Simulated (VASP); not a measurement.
# Al in VASP: a series of runs

The runs below take Al through work function, with PBE, PBEsol, RPBE.

Everything below comes from runs of VASP 6.6.1. Logs are shortened: lines on timing, memory, paths and dates and some standing lists are left out, and cuts for length are marked.

### Step 1. The slab as given

The cell holds a slab with vacuum, 6 atoms: a = 2.827 Å, b = 2.827 Å, c = 26.482 Å, α = 90.00°, β = 90.00°, γ = 120.00°.

The slab is cut from a database's or a generator's crystal, which needn't be the stable form of the element.

### Step 2. Work function, PBE

Contents of INCAR:

```
PREC = Accurate
ENCUT = 520
EDIFF = 1E-6
ISMEAR = -1
SIGMA = 0.05
LREAL = F
LASPH = T
NELM = 80
ALGO = Normal
ISIF = 2
LWAVE = F
LCHARG = T
LDIPOL = T
IDIPOL = 3
DIPOL = 0.5 0.5 0.500
GGA = PE
LELF = T
LVHAR = T
LVACPOTAV = T
```

Contents of KPOINTS:

```
Automatic mesh
0
Gamma
  8 8 1
```

Contents of POSCAR:

```
Al
1.0
    2.8270770242      0.0000000000      0.0000000000
   -1.4135385121      2.4483205214      0.0000000000
    0.0000000000      0.0000000000     26.4824913375
Al
6
Direct
    0.6666666700      0.3333333400      0.2832059833
    0.0000000000      0.0000000000      0.3699235900
    0.3333333300      0.6666666600      0.4566411967
    0.0000000000      0.0000000000      0.5433588033
    0.6666666700      0.3333333400      0.6300764100
    0.0000000000      0.0000000000      0.7167940167
```

Potentials or basis: VASP PAW PBE potentials, release 64 (Al).

The run is started by

```bash
$ cat potpaw_PBE.64/Al/POTCAR > POTCAR
$ mpirun -np 1 vasp_std > vasp.out
```

OUTCAR:

```text
PREC = Accurate
   ENCUT = 520
   EDIFF = 1E-6
   ISMEAR = -1
   LREAL = F
   LASPH = T
   NELM = 80
   ISIF = 2
   GGA = PE

 ion  position               nearest neighbor table
   1  0.667  0.333  0.283-   2 2.82   2 2.82   2 2.82
   2  0.000  0.000  0.370-   3 2.82   1 2.82   1 2.82   3 2.82   1 2.82   3 2.82
   3  0.333  0.667  0.457-   4 2.82   2 2.82   4 2.82   4 2.82   2 2.82   2 2.82
   4  0.000  0.000  0.543-   3 2.82   5 2.82   3 2.82   3 2.82   5 2.82   5 2.82
   5  0.667  0.333  0.630-   4 2.82   6 2.82   4 2.82   6 2.82   4 2.82   6 2.82
   6  0.000  0.000  0.717-   5 2.82   5 2.82   5 2.82

  LATTYP: Found a hexagonal cell.
 ALAT       =     2.8270770242
 C/A-ratio  =     9.3674459913

  Lattice vectors:

 A1 = (   2.8270770242,   0.0000000000,   0.0000000000)
 A2 = (  -1.4135385121,   2.4483205214,   0.0000000000)
 A3 = (   0.0000000000,   0.0000000000,  26.4824913375)

Analysis of symmetry for initial positions (statically):
=====================================================================
 Subroutine PRICEL returns:
 Original cell was already a primitive cell.

 Routine SETGRP: Setting up the symmetry group for a
 hexagonal supercell.

 Subroutine GETGRP returns: Found  6 space group operations
 (whereof  6 operations were pure point group operations)
 out of a pool of 24 trial point group operations.

The static configuration has the point symmetry C_3v.

Analysis of symmetry for dynamics (positions and initial velocities):
=====================================================================
 Subroutine PRICEL returns:
 Original cell was already a primitive cell.

 Routine SETGRP: Setting up the symmetry group for a
 hexagonal supercell.

 Subroutine GETGRP returns: Found  6 space group operations
 (whereof  6 operations were pure point group operations)
 out of a pool of 24 trial point group operations.

The dynamic configuration has the point symmetry C_3v.

 Subroutine INISYM returns: Found  6 space group operations
 (whereof  6 operations are pure point group operations),
 and found     1 'primitive' translations

----------------------------------------------------------------------------------------

                                     Primitive cell

  volume of cell :     183.3010

  direct lattice vectors                    reciprocal lattice vectors
     2.827077024  0.000000000  0.000000000     0.353722234  0.204221627  0.000000000
    -1.413538512  2.448320521  0.000000000     0.000000000  0.408443254  0.000000000
     0.000000000  0.000000000 26.482491338     0.000000000  0.000000000  0.037760798

  length of vectors
     2.827077024  2.827077024 26.482491338     0.408443254  0.408443254  0.037760798

  position of ions in fractional coordinates (direct lattice)
     0.666666670  0.333333340  0.283205983
     0.000000000  0.000000000  0.369923590
     0.333333330  0.666666660  0.456641197
     0.000000000  0.000000000  0.543358803
     0.666666670  0.333333340  0.630076410
     0.000000000  0.000000000  0.716794017

  ion indices of the primitive-cell ions
   primitive index   ion index
                 1           1
                 2           2
                 3           3
                 4           4
                 5           5
                 6           6

----------------------------------------------------------------------------------------

 KPOINTS: Automatic mesh

Automatic generation of k-mesh.
 Grid dimensions read from file:
 generate k-points for:    8    8    1

 Generating k-lattice:

  Cartesian coordinates                     Fractional coordinates (reciprocal lattice)
     0.044215279  0.025527703  0.000000000     0.125000000  0.000000000  0.000000000
     0.000000000  0.051055407  0.000000000     0.000000000  0.125000000  0.000000000
     0.000000000  0.000000000  0.037760798     0.000000000  0.000000000  1.000000000

  Length of vectors
     0.051055407  0.051055407  0.037760798

  Shift w.r.t. Gamma in fractional coordinates (k-lattice)
     0.000000000  0.000000000  0.000000000

 Subroutine IBZKPT returns following result:
 ===========================================

 Found     10 irreducible k-points:

 Following reciprocal coordinates:
            Coordinates               Weight
  0.000000  0.000000  0.000000      1.000000
  0.125000  0.000000  0.000000      6.000000
  0.250000  0.000000  0.000000      6.000000
  0.375000 -0.000000  0.000000      6.000000
  0.500000  0.000000  0.000000      3.000000
  0.125000  0.125000  0.000000      6.000000
  0.250000  0.125000  0.000000     12.000000
  0.375000  0.125000  0.000000     12.000000
  0.250000  0.250000  0.000000      6.000000
  0.375000  0.250000  0.000000      6.000000
   k-points           NKPTS =     10   k-points in BZ     NKDIM =     10   number of bands    NBANDS=     13
   number of dos      NEDOS =    301   number of ions     NIONS =      6
   total plane-waves  NPLWV = 115200
   dimension x,y,z NGX =    24 NGY =   24 NGZ =  200
   dimension x,y,z NGXF=    48 NGYF=   48 NGZF=  400
   ions per type =               6
   NGX,Y,Z   is equivalent  to a cutoff of  14.11, 14.11, 12.56 a.u.
   NGXF,Y,Z  is equivalent  to a cutoff of  28.23, 28.23, 25.11 a.u.
 SYSTEM =  unknown system
   PREC   = accura    normal or accurate (medium, high low for compatibility)
   ISTART =      0    job   : 0-new  1-cont  2-samecut
   ICHARG =      2    charge: 1-file 2-atom 10-const
   ISPIN  =      1    spin polarized calculation?
   LNONCOLLINEAR =      F non collinear calculations
   LSORBIT =      F    spin-orbit coupling
   LASPH  =      T    aspherical Exc in radial PAW
   ENCUT  =  520.0 eV  38.22 Ry    6.18 a.u.   5.26  5.26 49.24*2*pi/ulx,y,z
   NELM   =     80;   NELMIN=  2; NELMDL= -5     # of ELM steps
   EDIFF  = 0.1E-05   stopping-criterion for ELM
   LREAL  =      F    real-space projection
   EDIFFG = 0.1E-04   stopping-criterion for IOM
   NSW    =      0    number of steps for IOM
   IBRION =     -1    ionic relax: 0-MD 1-quasi-New 2-CG
   NFREE  =      0    steps in history (QN), initial steepest desc. (CG)
   ISIF   =      2    stress and relaxation
   ISYM   =      2    0-nonsym 1-usesym 2-fastsym
   POTIM  = 0.5000    time-step for ionic-motion
   TEBEG  =    0.0;   TEEND  =   0.0 temperature during run
   PSTRESS=    0.0 pullay stress
   NELECT =      18.0000    total number of electrons
   NUPDOWN=      -1.0000    fix difference up-down
   EMIN   =  10.00;   EMAX   =-10.00  energy-range for DOS
   EFERMI =   0.00;   METHOD = LEGACY
   ISMEAR =    -1;   SIGMA  =   0.05  broadening in eV -4-tet -1-fermi 0-gaus
   EFERMI_NEDOS =   21; number of points for ismear=-14 and -15
   IALGO  =     38    algorithm
   IMIX   =      4    mixing-type and parameters
     AMIX     =   0.40;   BMIX     =  1.00
     AMIX_MAG =   1.60;   BMIX_MAG =  1.00
  volume/ion in A,a.u.               =      30.55       206.16
  Fermi-wavevector in a.u.,A,eV,Ry     =   0.755285  1.427281  7.761513  0.570455
  Thomas-Fermi vector in A             =   1.853144
   LORBIT       =      0    0 simple, 1 ext, 2 COOP (PROOUT), +10 PAW based schemes
   GGA     = PE    functional components
   LHFCALC =     F    Hartree Fock is set to
   AEXX    =    0.0000 exact exchange contribution
   IVDW    =     0    specifies the selected vdW correction
   LEPSILON=     F    determine dielectric tensor
   LRPA    =     F    only Hartree local field effects (RPA)
 non-spin polarized calculation
  energy-cutoff  :      520.00
  volume of cell :      183.30
 maximum number of plane-waves:      4980
 NGX is ok and might be reduce to    24
   NGX = 11   NGY = 11   NGZ = 99

 dipolmoment           0.000000      0.000000      0.000912 electrons x Angstroem

 number of electron      18.0000000 magnetization

 dipolmoment           0.000000      0.000000     -0.001383 electrons x Angstroem

 Free energy of the ion-electron system (eV)
  ---------------------------------------------------
  ext. energy  EPLUGINS =         0.00000000
  ---------------------------------------------------
  free energy    TOTEN  =       -21.67513638 eV

  energy without entropy =      -21.65843979  energy(sigma->0) =      -21.66678808

 E-fermi :   2.5427     XC(G=0):  -6.0863

 val. band max:        2.1962731667   @ k =   0.2500   0.0000   0.0000
 cond. band min:       2.5938768957   @ k =   0.3750   0.2500   0.0000
 fundamental gap:      0.3976037290
 Fermi energy:         2.5427359652

 k-point     1 :       0.0000    0.0000    0.0000
  band No.  band energies     occupation
      1      -8.7508      2.00000
      2      -8.2379      2.00000
      3      -7.4248      2.00000
      4      -6.2609      2.00000
      5      -4.8210      2.00000
      6      -3.0612      2.00000
      7      -1.3646      2.00000
      8       0.8065      2.00000
      9       2.9488      0.00059
     10       4.8650      0.00000
     11       5.9786      0.00000
     12       6.9161      0.00000
     13       7.0932      0.00000

 k-point     2 :       0.1250    0.0000    0.0000
  band No.  band energies     occupation
      1      -8.3660      2.00000
      2      -7.8543      2.00000
      3      -7.0431      2.00000
      4      -5.8816      2.00000
      5      -4.4446      2.00000
      6      -2.6853      2.00000
      7      -1.0043      2.00000
      8       1.1648      2.00000
      9       3.2995      0.00000
     10       5.2139      0.00000
     11       6.3506      0.00000
     12       7.2738      0.00000
     13       7.4523      0.00000

 k-point     3 :       0.2500    0.0000    0.0000
  band No.  band energies     occupation
      1      -7.2181      2.00000
      2      -6.7099      2.00000
      3      -5.9046      2.00000
      4      -4.7510      2.00000
      5      -3.3238      2.00000
      6      -1.5728      2.00000
      7       0.0724      2.00000
      8       2.1963      1.99804
      9       4.1184      0.00000
     10       4.7002      0.00000
     11       5.3195      0.00000
     12       5.6824      0.00000
     13       6.4800      0.00000

 k-point     4 :       0.3750   -0.0000    0.0000
  band No.  band energies     occupation
      1      -5.3266      2.00000
      2      -4.8249      2.00000
      3      -4.0307      2.00000
      4      -2.8950      2.00000
      5      -1.5024      2.00000
      6       0.0003      2.00000
      7       0.8479      2.00000
      8       1.0699      2.00000
      9       1.7315      2.00000
     10       2.1053      1.99968
     11       3.0141      0.00016
     12       4.1412      0.00000
     13       4.3822      0.00000

 k-point     5 :       0.5000    0.0000    0.0000
  band No.  band energies     occupation
      1      -2.7723      2.00000
      2      -2.6866      2.00000
      3      -2.2863      2.00000
      4      -2.2126      2.00000
      5      -1.5165      2.00000
      6      -1.4736      2.00000
      7      -0.2948      2.00000
      8      -0.1938      2.00000
      9       0.9717      2.00000
     10       1.3768      2.00000
     11       2.8379      0.00544
     12       2.9970      0.00023
     13       4.2585      0.00000
[... 33 lines left out ...]
 k-point     8 :       0.3750    0.1250    0.0000
  band No.  band energies     occupation
      1      -3.8339      2.00000
      2      -3.3388      2.00000
      3      -2.5584      2.00000
      4      -1.4656      2.00000
      5      -0.9144      2.00000
      6      -0.5737      2.00000
      7       0.1634      2.00000
      8       0.4305      2.00000
      9       1.4563      2.00000
     10       1.9525      1.99999
     11       2.9094      0.00131
     12       3.3596      0.00000
     13       4.3502      0.00000

 k-point     9 :       0.2500    0.2500    0.0000
  band No.  band energies     occupation
      1      -4.2048      2.00000
      2      -3.7074      2.00000
      3      -2.9212      2.00000
      4      -1.8002      2.00000
      5      -0.4402      2.00000
      6       0.9188      2.00000
      7       1.6531      2.00000
      8       2.0409      1.99991
      9       2.0653      1.99986
     10       2.1696      1.99885
     11       2.7352      0.04167
     12       2.9117      0.00125
     13       3.2350      0.00000

 k-point    10 :       0.3750    0.2500    0.0000
  band No.  band energies     occupation
      1      -1.6745      2.00000
      2      -1.5911      2.00000
      3      -1.2000      2.00000
      4      -1.1235      2.00000
      5      -0.4491      2.00000
      6      -0.4001      2.00000
      7       0.7161      2.00000
      8       0.8628      2.00000
      9       1.2308      2.00000
     10       1.5108      2.00000
     11       2.0920      1.99976
     12       2.5939      0.52896
     13       2.7205      0.05559

------------------------ aborting loop because EDIFF is reached ----------------------------------------

  FORCE on cell =-STRESS in cart. coord.  units (eV):
  Direction    XX          YY          ZZ          XY          YZ          ZX
  --------------------------------------------------------------------------------------
  -------------------------------------------------------------------------------------
  Total        0.0824754      0.0824754      2.7802107     -0.0000000      0.0000000      0.0000000
  in kB        0.7208919      0.7208919     24.3009659     -0.0000000      0.0000000      0.0000000
  external PRESSURE =       8.5809166 kB  Pullay stress =       0.0000000 kB

 VOLUME and BASIS-vectors are now :
 -----------------------------------------------------------------------------
  energy-cutoff  :      520.00
  volume of cell :      183.30
      direct lattice vectors                 reciprocal lattice vectors
     2.827077024  0.000000000  0.000000000     0.353722234  0.204221627  0.000000000
    -1.413538512  2.448320521  0.000000000     0.000000000  0.408443254  0.000000000
     0.000000000  0.000000000 26.482491338     0.000000000  0.000000000  0.037760798

 POSITION                                       TOTAL-FORCE (eV/Angst)
 -----------------------------------------------------------------------------------
      1.41354      0.81611      7.50000        -0.000000      0.000000     -0.220330
      0.00000      0.00000      9.79650        -0.000000      0.000000      0.042423
      0.00000      1.63221     12.09300         0.000000     -0.000000     -0.170864
      0.00000      0.00000     14.38949        -0.000000      0.000000      0.175730
      1.41354      0.81611     16.68599         0.000000     -0.000000     -0.118329
      0.00000      0.00000     18.98249        -0.000000      0.000000      0.291368
 -----------------------------------------------------------------------------------
    total drift:                                0.000000      0.000000      0.000006

  FREE ENERGIE OF THE ION-ELECTRON SYSTEM (eV)
  ---------------------------------------------------
  free  energy   TOTEN  =       -21.6751363788 eV

  energy  without entropy=      -21.6584397851  energy(sigma->0) =      -21.66678808

 vacuum level on the upper side and lower side of the slab         6.527         6.563
```

Wall time 29 s (1 thread of Intel Xeon 6975P-C (Granite Rapids), shared host); peak memory 0.3 GiB.

Results:

```
Free energy                     : -21.6751 eV
Largest force                   : 0.291 eV/Å
Band gap on the k mesh          : none (metal or under the smearing width)
Work function of the upper face : 3.98 eV
Work function of the lower face : 4.02 eV
```

Forces on the atoms (eV/Å):
```
Al   0.000  0.000 -0.220
Al   0.000  0.000  0.042
Al   0.000  0.000 -0.171
Al   0.000  0.000  0.176
Al   0.000  0.000 -0.118
Al   0.000  0.000  0.291
```

Levels at points of the mesh, in eV from the Fermi level:
```csv
k point,band 5,band 6,band 7,band 8,band 9,band 10,band 11,band 12,band 13
"(0.00, 0.00, 0.00)",-7.36,-5.60,-3.91,-1.74,0.41,2.32,3.44,4.37,4.55
"(0.50, 0.00, 0.00)",-4.06,-4.02,-2.84,-2.74,-1.57,-1.17,0.30,0.45,1.72
```

[end of part 1 of 2]
